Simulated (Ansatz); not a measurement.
# Compressing W: a fit and a missing row

W, Im-3m, a = 3.184 Å. Ansatz: PBE, PAW, 420 eV, Γ-centred 18×18×18 mesh on 1 atom, Gaussian smearing 0.10 eV; no spin polarisation. Symmetry fixes shape and atoms, so the cell is only scaled; pressure is positive in compression.

```
V (Å³/atom) P (GPa)
     14.197        ?
     14.681    35.04
     15.165    21.56
     15.649     9.93
     16.133     0.00
     16.617    -8.45
     17.101   -15.63
     17.746   -23.55
```

Task: Take V0 = 16.133 Å³/atom, fit the third-order Birch–Murnaghan form to the other rows, and predict the missing pressure.

Result: With the Eulerian strain f = ½[(V0/V)^(2/3) − 1] and y = P/[3f(1 + 2f)^(5/2)], the form is the line y = B0 + 1.5 B0 (B0′ − 4) f. Rows (f, y): 0.03245, 307.6; 0.02106, 307.8; 0.01026, 306.6; -0.00976, 303.2; -0.01905, 301.4; -0.03078, 298.9. Means f = 0.0006967, y = 304.25; Σ(Δf)² = 0.003004, ΣΔfΔy = 0.4368; the slope is their ratio. y = 304.1 + 145.4 f GPa, so B0 = 304.1 GPa and B0′ = 4 + 2 × (145.4)/(3 × 304.1) = 4.32. At V = 14.197, f = 0.04448, y = 310.57 and P = 51.28 GPa. The run gave 50.66 GPa, so the fit is 0.62 GPa too high, 0.84 % of the span of the series, against an rms of 0.07 GPa on the fitted rows. The row lies outside the fitted range. The points of y bend away from a line: a fourth-order term fitted to them gives P = 50.84 GPa at this row's volume (the line 51.28, the run 50.66).

Spin–orbit coupling is left out, which can shift energies with elements as heavy as these.